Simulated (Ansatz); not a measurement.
## Au under changes of volume

One of the cells (18.207 Å³/atom); the others are scaled copies at fixed shape and fractional positions:

```xyz
1
Lattice="-1.6573 1.6573 1.6573 1.6573 -1.6573 1.6573 1.6573 1.6573 -1.6573" Properties=species:S:1:pos:R:3 pbc="T T T"
Au    0.0000    0.0000    0.0000
```

This isn't the form of Au at room conditions, which is fcc.

| Property | Result |
| --- | --- |
| Program | Ansatz 0.2.0 |
| Functional | PBEsol |
| Potentials or basis | all-electron LAPW, scalar-relativistic |
| Cutoff | 251 eV (chosen from the basis error) |
| Basis error allowed | 0.001 eV/atom |
| k mesh | 11 × 11 × 11 |
| Occupations | fermi-dirac, width 0.05 eV |
| Spin | no spin polarisation |

```csv
volume (Å³/atom),energy over the lowest point (meV/atom),pressure (GPa)
17.115,0.00,-0.3
17.479,?,?
17.843,16.26,-6.4
18.207,33.76,-8.9
18.571,56.39,-11.0
18.935,83.48,-12.9
19.299,114.46,-14.4
```

Q: What does the run at 17.479 Å³/atom give?

A: Energy over the lowest point 4.68 meV/atom; pressure -3.6 GPa.

Worked out: A Birch-Murnaghan fit of order 3 (a polynomial in V^(-2/3)) to the other rows has its minimum at 17.07 Å³/atom, just outside them, with B0 = V·E''(V) = 164 GPa and B' = 5.5. It gives 4.72 meV/atom at 17.479 Å³/atom, against the run's 4.68, and -dE/dV = -3.7 GPa, against -3.6.

Energies are extrapolated to zero smearing.
